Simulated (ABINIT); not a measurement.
# Al (Fm-3m) in ABINIT: equation of state

How stiff is Al in PBE, and what volume does it want? The cell is scaled to several volumes.

Program: ABINIT 10.8.3 (patched build). These are calculated values, not measurements. Logs are shortened: lines on timing, memory, paths and dates and some standing lists are left out, and cuts for length are marked. The log counts tension as positive stress, the text compression.

**What was measured.**

“The interpretation of polycrystalline coherent inelastic neutron scattering from aluminium”, 2013, pmc:3831299 quotes, for a bulk crystal of Al: bulk modulus 76.9 GPa.

How close the calculation comes is told below.

## 1. Starting point

It takes space group Fm-3m (No. 225, cubic). The conventional cell has a = 4.050 Å, b = 4.050 Å, c = 4.050 Å, α = 90.00°, β = 90.00°, γ = 90.00°. Around Al (site symmetry m-3m) lie 12 Al at 2.86 Å.

## 2. Equation of state, PBE

File run.abi:

```
ndtset 7
getwfk -1
scalecart1 3*0.9795861087
scalecart2 3*0.9864848297
scalecart3 3*0.9932883884
scalecart4 3*1.0000000000
scalecart5 3*1.0066227096
scalecart6 3*1.0131594038
scalecart7 3*1.0196128224

pp_dirpath "./"
pseudos "Al.GGA_PBE-JTH.xml"

acell 2.8635066922 2.8635066922 2.8635066922 Angstrom
rprim
     0.0000000000     0.7071067812     0.7071067812
     0.7071067812     0.0000000000     0.7071067812
     0.7071067812     0.7071067812     0.0000000000
ntypat 1
znucl 13
natom 1
typat 1
xred
     0.0000000000     0.0000000000     0.0000000000

ecut 20.0
pawecutdg 40.0

kptopt 1
ngkpt 11 11 11
nshiftk 1
shiftk 0.0 0.0 0.0

ixc 11

nband 6
occopt 3
tsmear 0.00183747

nstep 100
tolvrs 1.0e-9

iomode 3
prtwf 1
prtden 0
prteig 0
prtebands 0
enunit 1
```

Potentials or basis: JTH PAW PBE v2.0.

Launch:

```bash
abinit run.abi > log 2>&1
```

run.abo:

```text
.Version 10.8.3 of ABINIT
 DATASET    1 : space group Fm -3 m (#225); Bravais cF (face-center cubic)
================================================================================
 Values of the parameters that define the memory need for DATASET  1.
     intxc =       0    ionmov =       0      iscf =      17    lmnmax =       8
     lnmax =       4     mgfft =      24  mpssoang =       2    mqgrid =    3001
     natom =       1  nloc_mem =       2    nspden =       1   nspinor =       1
    nsppol =       1      nsym =      48    n1xccc =       1    ntypat =       1
    occopt =       3   xclevel =       2
       mpw =         462          nfft =       13824          nkpt =          56
 PAW method is used; the additional fine FFT grid is defined by:
   mgfftf=        32    nfftf =     32768
================================================================================
================================================================================
[... 71 lines left out ...]
 DATASET    7 : space group Fm -3 m (#225); Bravais cF (face-center cubic)
================================================================================
 Values of the parameters that define the memory need for DATASET  7.
     intxc =       0    ionmov =       0      iscf =      17    lmnmax =       8
     lnmax =       4     mgfft =      24  mpssoang =       2    mqgrid =    3001
     natom =       1  nloc_mem =       2    nspden =       1   nspinor =       1
    nsppol =       1      nsym =      48    n1xccc =       1    ntypat =       1
    occopt =       3   xclevel =       2
       mpw =         532          nfft =       13824          nkpt =          56
 PAW method is used; the additional fine FFT grid is defined by:
   mgfftf=        32    nfftf =     32768
================================================================================
================================================================================

--------------------------------------------------------------------------------
------------- Echo of variables that govern the present computation ------------
--------------------------------------------------------------------------------
 -outvars: echo values of preprocessed input variables --------
            acell      5.4112434080E+00  5.4112434080E+00  5.4112434080E+00 Bohr
              amu      2.69815390E+01
             ecut      2.00000000E+01 Hartree
           enunit           1
           getwfk          -1
                       outvar_i_n : Printing only first  50 k-points.
              ixc          11
           jdtset        1    2    3    4    5    6    7
                       outvar_i_n : Printing only first  50 k-points.
         kptrlatt       11    0    0      0   11    0      0    0   11
          kptrlen1     5.83085676E+01
          kptrlen2     5.87192049E+01
          kptrlen3     5.91241777E+01
          kptrlen4     5.95236775E+01
          kptrlen5     5.99178855E+01
          kptrlen6     6.03069736E+01
          kptrlen7     6.06911048E+01
            natom           1
            nband           6
           ndtset           7
            ngfft          24      24      24
          ngfftdg          32      32      32
             nkpt          56
            nstep         100
             nsym          48
           ntypat           1
                       prtocc : prtvol=0, do not print more k-points.
           occopt           3
        pawecutdg      4.00000000E+01 Hartree
         pawxcdev           0
           prtden           0
        prtebands           0
           prteig           0
            rprim1     0.0000000000E+00  6.9267198023E-01  6.9267198023E-01
                       6.9267198023E-01  0.0000000000E+00  6.9267198023E-01
                       6.9267198023E-01  6.9267198023E-01  0.0000000000E+00
            rprim2     0.0000000000E+00  6.9755011263E-01  6.9755011263E-01
                       6.9755011263E-01  0.0000000000E+00  6.9755011263E-01
                       6.9755011263E-01  6.9755011263E-01  0.0000000000E+00
            rprim3     0.0000000000E+00  7.0236095512E-01  7.0236095512E-01
                       7.0236095512E-01  0.0000000000E+00  7.0236095512E-01
                       7.0236095512E-01  7.0236095512E-01  0.0000000000E+00
            rprim4     0.0000000000E+00  7.0710678120E-01  7.0710678120E-01
                       7.0710678120E-01  0.0000000000E+00  7.0710678120E-01
                       7.0710678120E-01  7.0710678120E-01  0.0000000000E+00
            rprim5     0.0000000000E+00  7.1178974407E-01  7.1178974407E-01
                       7.1178974407E-01  0.0000000000E+00  7.1178974407E-01
                       7.1178974407E-01  7.1178974407E-01  0.0000000000E+00
            rprim6     0.0000000000E+00  7.1641188486E-01  7.1641188486E-01
                       7.1641188486E-01  0.0000000000E+00  7.1641188486E-01
                       7.1641188486E-01  7.1641188486E-01  0.0000000000E+00
            rprim7     0.0000000000E+00  7.2097514092E-01  7.2097514092E-01
                       7.2097514092E-01  0.0000000000E+00  7.2097514092E-01
                       7.2097514092E-01  7.2097514092E-01  0.0000000000E+00
          spgroup         225
           tolvrs      1.00000000E-09
           tsmear      1.83747000E-03 Hartree
            typat      1
           useylm           1
                       outvars : Printing only first  50 k-points.
            znucl       13.00000

================================================================================

 chkinp: Checking input parameters for consistency, jdtset=   1.

 chkinp: Checking input parameters for consistency, jdtset=   2.
[... 35 lines left out ...]
 getcut: wavevector=  0.0000  0.0000  0.0000  ngfft=  24  24  24
         ecut(hartree)=     20.000   => boxcut(ratio)=   2.24901

 getcut : COMMENT -
  Note that boxcut > 2.2 ; recall that boxcut=Gcut(box)/Gcut(sphere) = 2
  is sufficient for exact treatment of convolution.
  Such a large boxcut is a waste : you could raise ecut
  e.g. ecut=   25.290235 Hartrees makes boxcut=2

 Fine grid specifications (used for densities):

 getcut: wavevector=  0.0000  0.0000  0.0000  ngfft=  32  32  32
         ecut(hartree)=     40.000   => boxcut(ratio)=   2.12039

--- Pseudopotential description ------------------------------------------------
- pspini: atom type   1  psp file is ./Al.GGA_PBE-JTH.xml
 Pseudopotential format is: paw10
 basis_size (lnmax)=  4 (lmn_size=  8), orbitals=   0   0   1   1
 Spheres core radius: rc_sph= 1.90363307
 Shapefunction is SIN type: shapef(r)=[sin(pi*r/rshp)/(pi*r/rshp)]**2
 Radius for shape functions =  1.60786206
 Compensation charge density is not taken into account in XC energy/potential

  -1.09563711E+01                                ecore*ucvol(ha*bohr**3)
--------------------------------------------------------------------------------

================================================================================

--- !BeginCycle
iteration_state: {dtset: 1, }
solver: {iscf: 17, nstep: 100, nline: 4, wfoptalg: 10, }
tolerances: {tolvrs: 1.00E-09, }
...
[... 151 lines left out ...]
 getcut: wavevector=  0.0000  0.0000  0.0000  ngfft=  24  24  24
         ecut(hartree)=     20.000   => boxcut(ratio)=   2.23328

 getcut : COMMENT -
  Note that boxcut > 2.2 ; recall that boxcut=Gcut(box)/Gcut(sphere) = 2
  is sufficient for exact treatment of convolution.
  Such a large boxcut is a waste : you could raise ecut
  e.g. ecut=   24.937751 Hartrees makes boxcut=2

 Fine grid specifications (used for densities):

 getcut: wavevector=  0.0000  0.0000  0.0000  ngfft=  32  32  32
         ecut(hartree)=     40.000   => boxcut(ratio)=   2.10556
--------------------------------------------------------------------------------
[... 159 lines left out ...]
 getcut: wavevector=  0.0000  0.0000  0.0000  ngfft=  24  24  24
         ecut(hartree)=     20.000   => boxcut(ratio)=   2.21799

 getcut : COMMENT -
  Note that boxcut > 2.2 ; recall that boxcut=Gcut(box)/Gcut(sphere) = 2
  is sufficient for exact treatment of convolution.
  Such a large boxcut is a waste : you could raise ecut
  e.g. ecut=   24.597297 Hartrees makes boxcut=2

 Fine grid specifications (used for densities):

 getcut: wavevector=  0.0000  0.0000  0.0000  ngfft=  32  32  32
         ecut(hartree)=     40.000   => boxcut(ratio)=   2.09114
--------------------------------------------------------------------------------
[... 159 lines left out ...]
 getcut: wavevector=  0.0000  0.0000  0.0000  ngfft=  24  24  24
         ecut(hartree)=     20.000   => boxcut(ratio)=   2.20310

 getcut : COMMENT -
  Note that boxcut > 2.2 ; recall that boxcut=Gcut(box)/Gcut(sphere) = 2
  is sufficient for exact treatment of convolution.
  Such a large boxcut is a waste : you could raise ecut
  e.g. ecut=   24.268230 Hartrees makes boxcut=2

 Fine grid specifications (used for densities):

 getcut: wavevector=  0.0000  0.0000  0.0000  ngfft=  32  32  32
         ecut(hartree)=     40.000   => boxcut(ratio)=   2.07710
--------------------------------------------------------------------------------
[... 629 lines left out ...]
-Cartesian components of stress tensor (GPa)         [Pressure= -4.4737E+00 GPa]
- sigma(1 1)=  4.47370641E+00  sigma(3 2)=  0.00000000E+00
- sigma(2 2)=  4.47370641E+00  sigma(3 1)=  0.00000000E+00
- sigma(3 3)=  4.47370641E+00  sigma(2 1)=  0.00000000E+00

== END DATASET(S) ==============================================================
================================================================================

 -outvars: echo values of variables after computation  --------
            acell      5.4112434080E+00  5.4112434080E+00  5.4112434080E+00 Bohr
           etotal1    -2.1050430050E+00
           etotal2    -2.1053424967E+00
           etotal3    -2.1054958374E+00
           etotal4    -2.1055175096E+00
           etotal5    -2.1054213739E+00
           etotal6    -2.1052195230E+00
           etotal7    -2.1049239638E+00
            fcart1    -0.0000000000E+00 -0.0000000000E+00 -0.0000000000E+00
            fcart2    -0.0000000000E+00 -0.0000000000E+00 -0.0000000000E+00
            fcart3    -0.0000000000E+00 -0.0000000000E+00 -0.0000000000E+00
            fcart4    -0.0000000000E+00 -0.0000000000E+00 -0.0000000000E+00
            fcart5    -0.0000000000E+00 -0.0000000000E+00 -0.0000000000E+00
            fcart6    -0.0000000000E+00 -0.0000000000E+00 -0.0000000000E+00
            fcart7    -0.0000000000E+00 -0.0000000000E+00 -0.0000000000E+00
            rprim1     0.0000000000E+00  6.9267198023E-01  6.9267198023E-01
                       6.9267198023E-01  0.0000000000E+00  6.9267198023E-01
                       6.9267198023E-01  6.9267198023E-01  0.0000000000E+00
[... 17 lines left out ...]
                       7.2097514092E-01  7.2097514092E-01  0.0000000000E+00
           strten1    -1.6735604523E-04 -1.6735604523E-04 -1.6735604523E-04
                       0.0000000000E+00  0.0000000000E+00  0.0000000000E+00
           strten2    -9.8523871641E-05 -9.8523871641E-05 -9.8523871641E-05
                       0.0000000000E+00  0.0000000000E+00  0.0000000000E+00
           strten3    -3.6708449975E-05 -3.6708449975E-05 -3.6708449975E-05
                       0.0000000000E+00  0.0000000000E+00  0.0000000000E+00
           strten4     1.8711483256E-05  1.8711483256E-05  1.8711483256E-05
                       0.0000000000E+00  0.0000000000E+00  0.0000000000E+00
           strten5     6.8306073365E-05  6.8306073365E-05  6.8306073365E-05
                       0.0000000000E+00  0.0000000000E+00  0.0000000000E+00
           strten6     1.1259652350E-04  1.1259652350E-04  1.1259652350E-04
                       0.0000000000E+00  0.0000000000E+00  0.0000000000E+00
           strten7     1.5205819005E-04  1.5205819005E-04  1.5205819005E-04
                       0.0000000000E+00  0.0000000000E+00  0.0000000000E+00
 Calculation completed.
```

It took 14 s on 1 thread of INTEL XEON PLATINUM 8581C at 2.30GHz (Emerald Rapids), shared host; peak memory 0.12 GiB.

What came out:

```
Equilibrium volume                      : 16.49 Å³/atom
Bulk modulus                            : 79 GPa
Pressure derivative of the bulk modulus : 4.5
```

Energy against volume, from the lowest point:
```csv
volume (Å³/atom),energy (meV/atom)
15.607,12.91
15.939,4.76
16.271,0.59
16.603,0.00
16.935,2.62
17.267,8.11
17.599,16.15
```

Caveat: pressures at fixed basis lie under the slope of the energies.

## 3. Against experiment

Step 2. Against the measured bulk modulus of Al, 76.9 GPa (quoted in “The interpretation of polycrystalline coherent inelastic neutron scattering from aluminium”, 2013, pmc:3831299), the calculated 79 GPa is off by +3.4 %. The fit is for a static lattice scaled at fixed shape and fixed fractional positions. The cell as given is a measured one (16.60 Å³/atom); PBE puts the equilibrium volume -0.7 % from it, thermal expansion not counted.
